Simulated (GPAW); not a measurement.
# ZrC (P6_3/mmc) in GPAW: further runs, part 2 of 2

GPAW 26.7.0. Earlier steps stand in the parts before.

**4. Relaxation of cell and atoms, PBEsol+D3(BJ)**

File run.py:

```python
from ase import Atoms
from ase.calculators.mixing import SumCalculator
from ase.filters import FrechetCellFilter
from ase.io import write
from ase.optimize import BFGS
from dftd3.ase import DFTD3
from gpaw import GPAW, PW, setup_paths

setup_paths.insert(0, '.')

atoms = Atoms(['Zr', 'Zr', 'C', 'C'],
              cell=[[3.3914762718, 0.0, 0.0],
                    [-1.6957381359, 2.9371046077, 0.0],
                    [0.0, 0.0, 5.290053]],
              scaled_positions=[[0.6666666667, 0.3333333333, 0.75],
                                [0.3333333333, 0.6666666667, 0.25],
                                [0.0, 0.0, 0.5],
                                [0.0, 0.0, 0.0]],
              pbc=True)

calc = GPAW(mode=PW(800),
            xc='PBEsol',
            kpts={'size': (6, 6, 4), 'gamma': True},
            occupations={'name': 'fermi-dirac', 'width': 0.05},
            nbands=31,
            convergence={'density': 1e-05, 'forces': 0.0001},
            maxiter=150,
            txt='gpaw.txt')
atoms.calc = SumCalculator([calc, DFTD3(method='pbesol', damping='d3bj')])
opt = BFGS(FrechetCellFilter(atoms), trajectory='relax.traj', logfile='-')
done = opt.run(fmax=0.02, steps=60)
calc.write('gs.gpw')
write('result.traj', atoms)
print('Converged:', done)
print('Cell:', atoms.cell.cellpar().round(4))
print('Volume:', round(atoms.get_volume(), 4))
print(atoms.get_scaled_positions().round(5))
```

Potentials or basis: PAW data sets generated in the run's folder for this functional, pw.

Launch:

```console
$ gpaw-setup -f PBEsol C Zr
$ OMP_NUM_THREADS=1 python run.py
```

gpaw.txt:

```text
__  _  _
 | _ |_)|_||  |
 |__||  | ||/\| - 26.7.0

Input parameters:
  mode=PW(ecut=800.0),
  convergence={'density': 1e-05, 'forces': 0.0001},
  kpts=MonkhorstPack(size=(6, 6, 4), gamma=True),
  maxiter=150,
  nbands=31,
  occupations=Occupations(name='fermi-dirac', width=0.05),
  xc=XC(name='PBEsol')

Diagonalizing LCAO Hamiltonian
Converting LCAO to pw mode

            Zr

       C Zr

       C

Atoms  # Å, Bohr magnetons
|   | symbol |         x |        y |        z |    initial magnetic moments |
|---|--------|-----------|----------|----------|-----------------------------|
| 0 |     Zr |  1.695738 | 0.979035 | 3.967540 | ( 0.0000,  0.0000,  0.0000) |
| 1 |     Zr | -0.000000 | 1.958070 | 1.322513 | ( 0.0000,  0.0000,  0.0000) |
| 2 |      C |  0.000000 | 0.000000 | 2.645027 | ( 0.0000,  0.0000,  0.0000) |
| 3 |      C |  0.000000 | 0.000000 | 0.000000 | ( 0.0000,  0.0000,  0.0000) |

Unit cell  # Å
| periodic |         x |        y |        z |  lengths |     angles |
|----------|-----------|----------|----------|----------|------------|
|      yes |  3.391476 | 0.000000 | 0.000000 | 3.391476 |  90.000000 |
|      yes | -1.695738 | 2.937105 | 0.000000 | 3.391476 |  90.000000 |
|      yes |  0.000000 | 0.000000 | 5.290053 | 5.290053 | 120.000000 |

Number of symmetries: 12
Symmetry operations  # r_c * U_cc + t_c -> r_c
|    | kind |            matrix            |
|----|------|------------------------------|
|  0 |  σ   |  1, 1, 0,  0,-1, 0,  0, 0, 1 |
|  1 |  S6  |  1, 1, 0, -1, 0, 0,  0, 0,-1 |
|  2 |  E   |  1, 0, 0,  0, 1, 0,  0, 0, 1 |
|  3 |  C2  |  1, 0, 0, -1,-1, 0,  0, 0,-1 |
|  4 |  C2  |  0, 1, 0,  1, 0, 0,  0, 0,-1 |
|  5 |  C3  |  0, 1, 0, -1,-1, 0,  0, 0, 1 |
|  6 |  S6  |  0,-1, 0,  1, 1, 0,  0, 0,-1 |
|  7 |  σ   |  0,-1, 0, -1, 0, 0,  0, 0, 1 |
|  8 |  σ   | -1, 0, 0,  1, 1, 0,  0, 0, 1 |
|  9 |  i   | -1, 0, 0,  0,-1, 0,  0, 0,-1 |
| 10 |  C3  | -1,-1, 0,  1, 0, 0,  0, 0, 1 |
| 11 |  C2  | -1,-1, 0,  0, 1, 0,  0, 0,-1 |
[... 194 lines left out ...]
Stress tensor  # eV/Ang^3
|        x |        y |        z |
|----------|----------|----------|
| 0.060246 | 0.000000 | 0.000000 |
| 0.000000 | 0.060246 | 0.000000 |
| 0.000000 | 0.000000 | 0.041945 |

Forces  # eV/Ang
|        x |       y |        z |
|----------|---------|----------|
| -0.00000 | 0.00000 |  0.00000 |  # Zr   0
|  0.00000 | 0.00000 | -0.00000 |  # Zr   1
|  0.00000 | 0.00000 |  0.00000 |  # C    2
|  0.00000 | 0.00000 |  0.00000 |  # C    3

Interpolating wave functions to new cell

            Zr

       C Zr

       C

Atoms  # Å, Bohr magnetons
|   | symbol |         x |        y |         z |    initial magnetic moments |
|---|--------|-----------|----------|-----------|-----------------------------|
| 0 |     Zr |  1.688531 | 0.974874 |  3.954128 | ( 0.0000,  0.0000,  0.0000) |
| 1 |     Zr | -0.000000 | 1.949747 |  1.318042 | ( 0.0000,  0.0000,  0.0000) |
| 2 |      C | -0.000000 | 0.000000 |  2.636085 | ( 0.0000,  0.0000,  0.0000) |
| 3 |      C | -0.000000 | 0.000000 | -0.000000 | ( 0.0000,  0.0000,  0.0000) |

Unit cell  # Å
| periodic |         x |         y |         z |  lengths |     angles |
|----------|-----------|-----------|-----------|----------|------------|
|      yes |  3.377061 |  0.000000 | -0.000000 | 3.377061 |  90.000000 |
|      yes | -1.688531 |  2.924621 |  0.000000 | 3.377061 |  90.000000 |
|      yes | -0.000000 | -0.000000 |  5.272170 | 5.272170 | 120.000000 |
[... 202 lines left out ...]
|         21 |        13.866 |     0.000 |
|         22 |        15.012 |     0.000 |
|        ... |               |           |
|         30 |        24.364 |     0.000 |

No gap
No difference between direct/indirect transitions

Stress tensor  # eV/Ang^3
|         x |         y |        z |
|-----------|-----------|----------|
|  0.044659 | -0.000000 | 0.000000 |
| -0.000000 |  0.044659 | 0.000000 |
|  0.000000 |  0.000000 | 0.027738 |

Forces  # eV/Ang
|        x |        y |        z |
|----------|----------|----------|
| -0.00000 | -0.00000 | -0.00000 |  # Zr   0
|  0.00000 |  0.00000 |  0.00000 |  # Zr   1
|  0.00000 |  0.00000 |  0.00000 |  # C    2
|  0.00000 | -0.00000 |  0.00000 |  # C    3
[... 667 lines left out ...]
SCF iterations
|iter     | |      energy | eigst |  dens |force |
|---------|-|-------------|-------|-------|------|
|iter:   1| |  -38.320025 | -3.72 |       |      |
|iter:   2| |  -38.320024 | -5.66 | -3.62 |      |
|iter:   3| |  -38.320017c| -6.23 | -3.65 |      |
|iter:   4| |  -38.320018c| -7.87c| -4.39 |      |
|iter:   5| |  -38.320017c| -8.41c| -4.72 |      |
|iter:   6| |  -38.320018c| -7.97c| -5.04c|      |
|iter:   7| |  -38.320018c| -8.95c| -5.66c|-3.67 |
|iter:   8| |  -38.320018c| -9.56c| -5.93c|-4.28c|

Converged in 8 steps
Energy contributions relative to reference atoms: (reference = -197721.625692)

Energy contributions:
  Kinetic:          33.061456
  Coulomb:         -34.530519
  Zero:              0.749798
  External:          0.000000
  Xc:              -37.596054
  Entropy:          -0.009397
  Spinorbit:         0.000000
  ----------------------------
  Free energy:     -38.324716
  Extrapolated:    -38.320018
[... 31 lines left out ...]
Stress tensor  # eV/Ang^3
|         x |         y |         z |
|-----------|-----------|-----------|
| -0.030699 |  0.000000 | -0.000000 |
|  0.000000 | -0.030699 | -0.000000 |
| -0.000000 | -0.000000 | -0.039845 |

Forces  # eV/Ang
|        x |       y |        z |
|----------|---------|----------|
| -0.00000 | 0.00000 |  0.00001 |  # Zr   0
|  0.00000 | 0.00000 | -0.00001 |  # Zr   1
|  0.00000 | 0.00000 |  0.00000 |  # C    2
|  0.00000 | 0.00000 |  0.00000 |  # C    3

Interpolating wave functions to new cell

            Zr

       C Zr

       C

Atoms  # Å, Bohr magnetons
|   | symbol |         x |         y |         z |    initial magnetic moments |
|---|--------|-----------|-----------|-----------|-----------------------------|
| 0 |     Zr |  1.655107 |  0.955577 |  3.918813 | ( 0.0000,  0.0000,  0.0000) |
| 1 |     Zr | -0.000000 |  1.911153 |  1.306272 | ( 0.0000,  0.0000,  0.0000) |
| 2 |      C |  0.000000 | -0.000000 |  2.612542 | ( 0.0000,  0.0000,  0.0000) |
| 3 |      C |  0.000000 | -0.000000 | -0.000000 | ( 0.0000,  0.0000,  0.0000) |

Unit cell  # Å
| periodic |         x |         y |         z |  lengths |     angles |
|----------|-----------|-----------|-----------|----------|------------|
|      yes |  3.310214 |  0.000000 | -0.000000 | 3.310214 |  90.000000 |
|      yes | -1.655107 |  2.866730 |  0.000000 | 3.310214 |  90.000000 |
|      yes |  0.000000 | -0.000000 |  5.225084 | 5.225084 | 120.000000 |
[... 210 lines left out ...]
Stress tensor  # eV/Ang^3
|         x |         y |         z |
|-----------|-----------|-----------|
| -0.031350 |  0.000000 | -0.000000 |
|  0.000000 | -0.031350 | -0.000000 |
| -0.000000 | -0.000000 | -0.032748 |

Forces  # eV/Ang
|       x |        y |        z |
|---------|----------|----------|
| 0.00000 | -0.00000 |  0.00002 |  # Zr   0
| 0.00000 |  0.00000 | -0.00002 |  # Zr   1
| 0.00000 |  0.00000 |  0.00000 |  # C    2
| 0.00000 |  0.00000 |  0.00000 |  # C    3

Interpolating wave functions to new cell

            Zr

       C Zr
[... 168 lines left out ...]
SCF iterations
|iter     | |      energy | eigst |  dens |force |
|---------|-|-------------|-------|-------|------|
|iter:   1| |  -38.322052 | -3.16 |       |      |
|iter:   2| |  -38.322050 | -5.04 | -3.28 |      |
|iter:   3| |  -38.322026c| -5.60 | -3.31 |      |
|iter:   4| |  -38.322025c| -7.10 | -4.08 |      |
|iter:   5| |  -38.322028c| -7.80c| -4.41 |      |
|iter:   6| |  -38.322026c| -8.41c| -4.62 |      |
|iter:   7| |  -38.322026c| -8.73c| -5.25c|      |
|iter:   8| |  -38.322026c| -9.09c| -5.63c|-3.86 |
|iter:   9| |  -38.322026c| -9.95c| -6.27c|-5.00c|

Converged in 9 steps
Energy contributions relative to reference atoms: (reference = -197721.625692)

Energy contributions:
  Kinetic:          32.940234
  Coulomb:         -34.432958
  Zero:              0.749190
  External:          0.000000
  Xc:              -37.573978
  Entropy:          -0.009028
  Spinorbit:         0.000000
  ----------------------------
  Free energy:     -38.326541
  Extrapolated:    -38.322026
[... 38 lines left out ...]
Forces  # eV/Ang
|        x |        y |        z |
|----------|----------|----------|
|  0.00000 | -0.00000 |  0.00004 |  # Zr   0
| -0.00000 |  0.00000 | -0.00004 |  # Zr   1
|  0.00000 |  0.00000 |  0.00000 |  # C    2
|  0.00000 |  0.00000 |  0.00000 |  # C    3

# Writing to gs.gpw (mode='')
```

Run time: 2 min. Hardware: 1 thread of Intel Xeon 6975P-C (Granite Rapids), shared host; peak memory 0.3 GiB.

Results:

| Item | Value |
| --- | --- |
| Free energy | -39.9862 eV |
| Relaxed volume | 12.39 Å³/atom |
| Relaxed cell | a = 3.308 Å, b = 3.308 Å, c = 5.227 Å, α = 90.00°, β = 90.00°, γ = 120.00° |
| Space group after relaxing (to 0.05 Å) | P6_3/mmc (No. 194) |
| Energy gained by relaxing | 35.5 meV/atom |
| Ionic steps | 7 |
| Pressure after relaxing | -0.1 GPa |
| Band gap on the k mesh | none (metal or under the smearing width) |
| Dispersion energy per atom | -0.415 eV |

Step by step:
| step | energy change (eV) | largest force (eV/Å) | pressure (GPa) | volume (Å³) |
| --- | --- | --- | --- | --- |
| 1 | 0.0000 | 0.0000 | -13.51 | 52.69 |
| 2 | -0.0480 | 0.0000 | -11.20 | 52.07 |
| 3 | -0.1397 | 0.0000 | 0.95 | 49.32 |
| 4 | -0.1405 | 0.0000 | 0.04 | 49.50 |
| 5 | -0.1408 | 0.0000 | -0.05 | 49.52 |
| 6 | -0.1420 | 0.0000 | -0.35 | 49.58 |
| 7 | -0.1421 | 0.0000 | -0.14 | 49.54 |

Final structure:
```
CELL_PARAMETERS angstrom
3.30820 0.00000 0.00000
-1.65410 2.86499 0.00000
0.00000 0.00000 5.22714
ATOMIC_POSITIONS crystal
Zr 0.66667 0.33333 0.75000
Zr 0.33333 0.66667 0.25000
C 0.00000 0.00000 0.50000
C 0.00000 0.00000 0.00000
```

Caveat: later steps reuse the first step's grids; pairwise dispersion overbinds metals, which lowers pressure and volume.

**5. Relaxation of cell and atoms, PBEsol+D3(BJ)+ATM**

run.py: that of step 4 with these lines changed.

```diff
@@ -28,3 +28,3 @@
             txt='gpaw.txt')
-atoms.calc = SumCalculator([calc, DFTD3(method='pbesol', damping='d3bj')])
+atoms.calc = SumCalculator([calc, DFTD3(damping='d3bj', params_tweaks=dict(method='pbesol', atm=True))])
 opt = BFGS(FrechetCellFilter(atoms), trajectory='relax.traj', logfile='-')
```

Launch:

```console
$ gpaw-setup -f PBEsol C Zr
$ OMP_NUM_THREADS=1 python run.py
```

It took 2.1 min on 1 thread of Intel Xeon 6975P-C (Granite Rapids), shared host; peak memory 0.31 GiB.

It converged, with:

```yaml
Free_energy: -39.8428 eV
Relaxed_volume: 12.44 Å³/atom
Relaxed_cell: a = 3.313 Å, b = 3.313 Å, c = 5.234 Å, α = 90.00°, β = 90.00°, γ = 120.00°
Space_group_after_relaxing_to_0.05_Å: P6_3/mmc (No. 194)
Energy_gained_by_relaxing: 31.4 meV/atom
Ionic_steps: 7
Pressure_after_relaxing: -0.2 GPa
Band_gap_on_the_k_mesh: none (metal or under the smearing width)
Dispersion_energy_per_atom: -0.377 eV
```

The path:
```csv
step,energy change (eV),largest force (eV/Å),pressure (GPa),volume (Å³)
1,0.0000,0.0000,-12.73,52.69
2,-0.0426,0.0000,-10.53,52.11
3,-0.1235,0.0000,0.84,49.53
4,-0.1242,0.0000,0.06,49.69
5,-0.1245,0.0000,-0.06,49.71
6,-0.1256,0.0000,-0.41,49.79
7,-0.1257,0.0000,-0.22,49.75
```

Final structure:
```cif
data_structure
_symmetry_space_group_name_H-M 'P 1'
_symmetry_Int_Tables_number 1
_cell_length_a 3.3129
_cell_length_b 3.3129
_cell_length_c 5.2338
_cell_angle_alpha 90.000
_cell_angle_beta 90.000
_cell_angle_gamma 120.000
_cell_volume 49.75
loop_
_atom_site_label
_atom_site_type_symbol
_atom_site_fract_x
_atom_site_fract_y
_atom_site_fract_z
_atom_site_occupancy
Zr1 Zr 0.66667 0.33333 0.75000 1
Zr2 Zr 0.33333 0.66667 0.25000 1
C1 C 0.00000 0.00000 0.50000 1
C2 C 0.00000 0.00000 0.00000 1
```

Levels at points of the mesh, in eV from the Fermi level:
```
           k point  band 13  band 14  band 15  band 16  band 17  band 18  band 19  band 20
(0.00, 0.00, 0.00)    -2.54    -0.78    -0.78     1.21     1.61     1.61     2.12     2.12
(0.00, 0.00, 0.50)    -2.15    -2.15    -2.15    -2.15     3.92     3.92     3.92     3.92
(0.50, 0.50, 0.00)    -3.00    -2.63    -1.24    -0.32     1.85     4.72     4.83     4.89
(0.50, 0.50, 0.50)    -2.59    -2.59    -1.81    -1.81     1.86     1.86     4.72     4.72
```

Caveat: later steps reuse the first step's grids; pairwise dispersion overbinds metals, which lowers pressure and volume.

**6. Summary**

| level | gap on the mesh (eV) | pressure (GPa) | relaxed volume (Å³/atom) |
| --- | --- | --- | --- |
| PBEsol | none | -0.1 | 12.66 |
| PBEsol+D3 | none | -0.1 | 12.47 |
| PBEsol+D3(BJ) | none | -0.1 | 12.39 |
| PBEsol+D3(BJ)+ATM | none | -0.2 | 12.44 |

Alike in all rows: task relaxation of cell and atoms; potentials or basis PAW data sets generated in the run's folder for this functional, pw; no spin polarisation; cell relaxed; k mesh 6 × 6 × 4; cutoff (eV) 800; smearing fermi-dirac 0.05 eV.

Caveats: later steps reuse the first step's grids; pairwise dispersion overbinds metals, which lowers pressure and volume (some runs).

Absolute energies hang on the potentials; compare differences alone.
